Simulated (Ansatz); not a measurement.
# Se (P1) in Ansatz: convergence with k mesh

Aim: find how far k mesh must go before the results for Se settle, at PBE. This setting moves, with any that are tied to it; all else stays.

Program: Ansatz 0.2.0. These are calculated values, not measurements. Logs are shortened: lines on timing, memory, paths and dates and some standing lists are left out, and cuts for length are marked.

**1. The cell of the first run**

The typed cell holds 3 atoms: a = 4.366 Å, b = 4.366 Å, c = 4.954 Å, α = 90.00°, β = 90.00°, γ = 120.00°.

The cell isn't the ideal one: atoms moved at random, drawn with an rms of 0.05 Å.

**2. With k mesh 2 × 2 × 2**

input.yaml reads:

```yaml
crystal:
  lattice:
    - [4.3662, 0.0, 0.0]
    - [-2.1831, 3.781240118, 0.0]
    - [0.0, 0.0, 4.9536]
  atoms:
    - { symbol: Se, position: [0.778944, 0.778036, 0.002632] }
    - { symbol: Se, position: [0.009181, 0.236059, 0.657835] }
    - { symbol: Se, position: [0.227814, 0.00178, 0.327381] }
hamiltonian:
  xc: pbe
  pseudopotentials: { kind: nc, accuracy: standard }
kpoints:
  mp_grid: { grid: [2, 2, 2] }
scf:
  occupations: { method: fermi_dirac, width: 0.1 }
output:
  forces: true
  stress: true
  eigenvalues: true
```

Potentials or basis: PseudoDojo standard (PBE files).

Launch:

```
$ ansatz run input.yaml --threads 2 --pin off --max-ram 5632MiB --backend cpu --events-out ev --progress --plain --runs-dir out
```

Run time: 5.5 s. Hardware: 2 threads of Intel Xeon at 2.50GHz (Skylake/Cascade Lake), shared host; peak memory 0.47 GiB.

What came out:

```
Free energy            : -9896.7927 eV
Pressure               : 2.7 GPa
Largest force          : 0.606 eV/Å
Band gap on the k mesh : 0.88 eV, indirect (least direct gap 1.41 eV)
```

**3. With k mesh 3 × 3 × 2**

input.yaml, as its differences from that of step 2:

```diff
@@ -13,3 +13,3 @@
 kpoints:
-  mp_grid: { grid: [2, 2, 2] }
+  mp_grid: { grid: [3, 3, 2] }
 scf:
```

Potentials or basis: PseudoDojo standard (PBE files).

Launch:

```
$ ansatz run input.yaml --threads 2 --pin off --max-ram 5632MiB --backend cpu --events-out ev --progress --plain --runs-dir out
```

It took 7.5 s on 2 threads of Intel Xeon at 2.50GHz (Skylake/Cascade Lake), shared host; peak memory 0.45 GiB.

What came out:

```yaml
Free_energy: -9896.8311 eV
Pressure: 2.9 GPa
Largest_force: 0.751 eV/Å
Band_gap_on_the_k_mesh: 1.14 eV, indirect (least direct gap 1.15 eV)
```

**4. With k mesh 4 × 4 × 3**

input.yaml, as its differences from that of step 3:

```diff
@@ -13,3 +13,3 @@
 kpoints:
-  mp_grid: { grid: [3, 3, 2] }
+  mp_grid: { grid: [4, 4, 3] }
 scf:
```

Launch:

```
$ ansatz run input.yaml --threads 2 --pin off --max-ram 5632MiB --backend cpu --events-out ev --progress --plain --runs-dir out
```

Run time: 16 s. Hardware: 2 threads of Intel Xeon at 2.50GHz (Skylake/Cascade Lake), shared host; peak memory 0.52 GiB.

What came out:

```yaml
Free_energy: -9896.9350 eV
Pressure: 2.6 GPa
Largest_force: 0.635 eV/Å
Band_gap_on_the_k_mesh: 1.38 eV, indirect (least direct gap 1.84 eV)
```

**5. With k mesh 5 × 5 × 4**

input.yaml, as its differences from that of step 4:

```diff
@@ -13,3 +13,3 @@
 kpoints:
-  mp_grid: { grid: [4, 4, 3] }
+  mp_grid: { grid: [5, 5, 4] }
 scf:
```

Launch:

```
$ ansatz run input.yaml --threads 2 --pin off --max-ram 5632MiB --backend cpu --events-out ev --progress --plain --runs-dir out
```

Run time: 29 s. Hardware: 2 threads of Intel Xeon at 2.50GHz (Skylake/Cascade Lake), shared host; peak memory 0.64 GiB.

Results:

| Item | Value |
| --- | --- |
| Free energy | -9896.9328 eV |
| Pressure | 2.6 GPa |
| Largest force | 0.647 eV/Å |
| Band gap on the k mesh | 0.94 eV, indirect (least direct gap 1.21 eV) |

**6. With k mesh 6 × 6 × 5**

input.yaml, as its differences from that of step 5:

```diff
@@ -13,3 +13,3 @@
 kpoints:
-  mp_grid: { grid: [5, 5, 4] }
+  mp_grid: { grid: [6, 6, 5] }
 scf:
```

Potentials or basis: PseudoDojo standard (PBE files).

Launch:

```
$ ansatz run input.yaml --threads 2 --pin off --max-ram 5632MiB --backend cpu --events-out ev --progress --plain --runs-dir out
```

It took 54 s on 2 threads of Intel Xeon at 2.50GHz (Skylake/Cascade Lake), shared host; peak memory 0.82 GiB.

It converged, with:

- Free energy: -9896.9342 eV
- Pressure: 2.6 GPa
- Largest force: 0.644 eV/Å
- Band gap on the k mesh: 1.06 eV, indirect (least direct gap 1.40 eV)

**7. With k mesh 8 × 8 × 6**

input.yaml, as its differences from that of step 6:

```diff
@@ -13,3 +13,3 @@
 kpoints:
-  mp_grid: { grid: [6, 6, 5] }
+  mp_grid: { grid: [8, 8, 6] }
 scf:
```

Launch:

```
$ ansatz run input.yaml --threads 2 --pin off --max-ram 5632MiB --backend cpu --events-out ev --progress --plain --runs-dir out
```

Wall time 1.8 min (2 threads of Intel Xeon at 2.50GHz (Skylake/Cascade Lake), shared host); peak memory 1.3 GiB.

Results (log left out):

| Quantity | Value |
| --- | --- |
| Free energy | -9896.9343 eV |
| Pressure | 2.6 GPa |
| Largest force | 0.645 eV/Å |
| Band gap on the k mesh | 0.89 eV, indirect (least direct gap 1.14 eV) |

**8. With k mesh 10 × 10 × 8**

input.yaml, as its differences from that of step 7:

```diff
@@ -13,3 +13,3 @@
 kpoints:
-  mp_grid: { grid: [8, 8, 6] }
+  mp_grid: { grid: [10, 10, 8] }
 scf:
```

Launch:

```
$ ansatz run input.yaml --threads 2 --pin off --max-ram 5632MiB --backend cpu --events-out ev --progress --plain --runs-dir out
```

It took 3.7 min on 2 threads of Intel Xeon at 2.50GHz (Skylake/Cascade Lake), shared host; peak memory 2.3 GiB.

The run converged. Its results:

| Quantity | Value |
| --- | --- |
| Free energy | -9896.9344 eV |
| Pressure | 2.6 GPa |
| Largest force | 0.645 eV/Å |
| Band gap on the k mesh | 0.89 eV, indirect (least direct gap 1.21 eV) |

**9. With k mesh 12 × 12 × 9**

input.yaml, as its differences from that of step 8:

```diff
@@ -13,3 +13,3 @@
 kpoints:
-  mp_grid: { grid: [10, 10, 8] }
+  mp_grid: { grid: [12, 12, 9] }
 scf:
```

Potentials or basis: PseudoDojo standard (PBE files).

Launch:

```
$ ansatz run input.yaml --threads 2 --pin off --max-ram 5632MiB --backend cpu --events-out ev --progress --plain --runs-dir out
```

Log:

```text
Warning: RAYON_NUM_THREADS=2 ignored (pool sized by the plan → 2); use --threads N
Engine: ansatz 0.2.0, x86_64-unknown-linux-gnu
Pseudopotentials: kind: nc
Pseudopotential: Se, nc, valence charge 16, recommended cutoff 1170.089609 eV (normal), Se.nc.azcp (PseudoDojo's, or run here from an input of PseudoDojo's; its table is named by hamiltonian.pseudopotentials.accuracy)
Functional definition: PBE
  parameter kappa = 0.804
  parameter beta = 0.06672455060314922
  exchange = pbe_x(kappa = kappa, mu = beta*pi^2/3)
  correlation = pbe_c(beta = beta)
Crystal: 3 atoms, lattice volume = 81.782 Å³
Basis set: ecut = 1170.089609 eV, 7383 PW (Γ), exchange–correlation on 100×100×120 points (8 copies of the dense FFT grid, shifted against one another)
Bands: 29, of which v1, the nominal top of the filled ones, is band 24 counted from 1 (23 counted from 0)
Symmetry: 1 space group operations
Space group: P1 (ITA 1), of the structure as read, at distance tolerance 4.3e-5 Å
k-points: 650 of 1296 (time reversal used)
Non-local potential: Se, projectors of the file, l = 0: 2, l = 1: 2, l = 2: 2
Initial density: superposition of atomic densities (chi_scale 0.1, normalization cell)
Initial wavefunctions: pseudopotential atomic-orbital guess
Functional: x = pbe(κ = 0.804, μ = 0.2195149727645171), c = pbe(β = 0.06672455060314922)
SCF iter   1: F=—  HF=-9897.017203 eV  |F-HF|=—  |Δ(HF+E_count)|=         —  Δρ=2.88e-2  dr2=4.22e-1  ethr=3.10e-3  ⟨swp⟩=6.5  Hψ=83335  notcnv=0
preconditioner: auto → Resta (q_TF=auto, 2.496 Å⁻¹)  ε∞=3.8  [insulator: Δε(μ)=1.011 eV  Ē_g=10.432 eV  σ=0.100 eV  W_gap=0.99  n_scr=20 (ndim 8)  ℏωp=17.4 eV  f_vac=0.062  D(μ)=0.00/eV (n_scr^D=0)  ε∞_Penn≈3.8]
SCF iter   2: F=—  HF=-9896.946083 eV  |F-HF|=—  |Δ(HF+E_count)|=   7.11e-2  Δρ=1.49e-2  dr2=1.18e-1  ethr=8.79e-4  ⟨swp⟩=1.6  Hψ=25167  notcnv=0
SCF iter   3: F=—  HF=-9896.933124 eV  |F-HF|=—  |Δ(HF+E_count)|=   1.30e-2  Δρ=1.92e-3  dr2=2.41e-3  ethr=2.45e-4  ⟨swp⟩=2.5  Hψ=30732  notcnv=0
SCF iter   4: F=—  HF=-9896.934256 eV  |F-HF|=—  |Δ(HF+E_count)|=   1.13e-3  Δρ=5.12e-4  dr2=2.39e-4  ethr=5.03e-6  ⟨swp⟩=2.0  Hψ=23422  notcnv=0
SCF iter   5: F=—  HF=-9896.934515 eV  |F-HF|=—  |Δ(HF+E_count)|=   2.59e-4  Δρ=2.03e-4  dr2=5.36e-5  ethr=4.97e-7  ⟨swp⟩=2.0  Hψ=25775  notcnv=0
SCF iter   6: F=—  HF=-9896.934407 eV  |F-HF|=—  |Δ(HF+E_count)|=   1.08e-4  Δρ=5.94e-5  dr2=3.23e-6  ethr=1.12e-7  ⟨swp⟩=2.2  Hψ=32726  notcnv=0
SCF iter   7: F=—  HF=-9896.934414 eV  |F-HF|=—  |Δ(HF+E_count)|=   6.59e-6  Δρ=1.23e-5  dr2=1.17e-7  ethr=6.72e-9  ⟨swp⟩=2.0  Hψ=24845  notcnv=0
SCF iter   8: F=-9896.934414 eV  HF=-9896.934414 eV  |F-HF|=5.66e-9  |Δ(HF+E_count)|=   3.03e-7  Δρ=3.50e-6  dr2=1.77e-8  ethr=2.08e-10  ⟨swp⟩=8.1  Hψ=81896  notcnv=0
SCF 1 converged in 8 iterations: F = -9896.934414 eV  dr2 = 1.77e-8
SCF converged after 8 iterations
Free energy (F): -9896.934414 eV
Harris-Foulkes:  -9896.934414 eV  (|F-HF|=5.66e-9)
Internal energy: -9896.933916 eV  (E = F + TS)
E sigma→0 (E₀):  -9896.934165 eV
Entropy (-TS):   -0.000498 eV (-0.166 meV/atom)
Fermi energy:    7.935798 eV
--- Per-component energies (eV) ---
  E_band       = -1203.721097
  E_kinetic    = 6401.305301
  E_local      = -8118.224475  (includes V_loc(G=0)·N_el)
  E_nonlocal   = -4337.123028
  E_hartree    = 3117.980045
  E_xc         = -1974.859383
  E_vxc        = -1385.638600  (∫ρ·V_xc dr)
  E_ewald      = -4986.012376
  E_smearing   = -0.000498  (= −TS)
  E_closure    = -0.000000  (closes the sum)
  Σ components = -9896.934414   (vs F -9896.934414, Δ=0.00e0)
--- Forces (eV/Å), atoms counted from 1 ---
  atom   1  Se    -0.31602591    -0.22705135    -0.51412306
  atom   2  Se    -0.21977299     0.12909407     0.33382124
  atom   3  Se     0.53581726     0.09795395     0.18031162
  max |Σ_I F_I| component: 1.84e-5 eV/Å
--- Stress (GPa, compression-positive) ---
        2.597915       0.249915       0.512980
        0.249915       1.372703       1.349356
        0.512980       1.349356       3.866095
  P = ⅓ Tr σ = 2.6122 GPa (26.122 kbar)
--- Band table (eV; the first three rows and the last of 650) ---
  k-point 0: bands = ["-41.0188", "-41.0018", "-40.9290", "-40.9180", "-40.8827", "-40.8602", "-40.7736", "-40.7089", "-40.6800", "-40.6555", "-40.6360", "-40.6185", "-40.5767", "-40.5581", "-40.5121", "-8.4491", "-4.4591", "-4.2115", "3.4959", "3.5516", "3.6978", "5.3045", "5.4134", "6.9759", "9.0722", "9.3155", "9.5713", "13.5839", "13.8225"]
  k-point 1: bands = ["-41.0192", "-41.0017", "-40.9281", "-40.9177", "-40.8826", "-40.8612", "-40.7736", "-40.7089", "-40.6800", "-40.6554", "-40.6360", "-40.6185", "-40.5767", "-40.5581", "-40.5121", "-8.3915", "-5.0752", "-3.6098", "3.3072", "3.6285", "3.7814", "5.3254", "5.5179", "6.8843", "8.9694", "9.2094", "9.4526", "13.8686", "13.9715"]
  k-point 2: bands = ["-41.0201", "-41.0015", "-40.9262", "-40.9168", "-40.8822", "-40.8641", "-40.7736", "-40.7090", "-40.6800", "-40.6550", "-40.6360", "-40.6185", "-40.5767", "-40.5582", "-40.5121", "-8.2202", "-5.7748", "-2.9657", "3.0281", "3.7244", "3.9032", "5.4102", "5.7593", "6.6375", "8.7384", "8.9757", "9.1959", "14.1797", "14.5551"]
  k-point 649: bands = ["-41.0217", "-41.0011", "-40.9233", "-40.9135", "-40.8808", "-40.8707", "-40.7736", "-40.7090", "-40.6800", "-40.6547", "-40.6359", "-40.6185", "-40.5767", "-40.5584", "-40.5119", "-7.1967", "-6.6173", "-3.2242", "1.5302", "2.8789", "3.2451", "5.4652", "5.9790", "7.2920", "9.0704", "10.0244", "10.4329", "13.6545", "15.3122"]
```

Run time: 5.6 min. Hardware: 2 threads of Intel Xeon at 2.50GHz (Skylake/Cascade Lake), shared host; peak memory 3.4 GiB.

What came out:

- Free energy: -9896.9344 eV
- Pressure: 2.6 GPa
- Largest force: 0.645 eV/Å
- Band gap on the k mesh: 0.93 eV, indirect (least direct gap 1.23 eV)

**10. The series at a glance**

```csv
k mesh,"energy less the tightest run, at zero smearing (meV/atom)",pressure (GPa),largest force (eV/Å),gap on the mesh (eV),SCF cycles,CPU time (s),peak memory (GiB)
2 × 2 × 2,47.95,2.69,0.606,0.877,8,7,0.47
3 × 3 × 2,34.60,2.92,0.751,1.145,8,12,0.45
4 × 4 × 3,-0.22,2.63,0.635,1.380,8,26,0.52
5 × 5 × 4,0.58,2.62,0.647,0.940,8,54,0.64
6 × 6 × 5,0.06,2.62,0.644,1.064,8,93,0.82
8 × 8 × 6,0.04,2.61,0.645,0.887,8,200,1.3
10 × 10 × 8,0.00,2.61,0.645,0.887,8,410,2.3
12 × 12 × 9,0.00,2.61,0.645,0.930,8,660,3.4
```

Against the tightest run, the energy stays within 1 meV/atom from 4 × 4 × 3 on; the pressure stays within 0.1 GPa from 4 × 4 × 3 on; the largest force stays within 0.005 eV/Å from 5 × 5 × 4 on. Not settled before the last step: the gap on the mesh (to 0.01 eV). Meshes of other sizes hit other points, so gaps and Fermi surfaces needn't settle smoothly. The tightest run that finished is the yardstick and may itself not be fully converged.

Caveats: odd divisions of the mesh miss points on the zone boundary, where band edges often lie, so the gap on the mesh can be too wide.
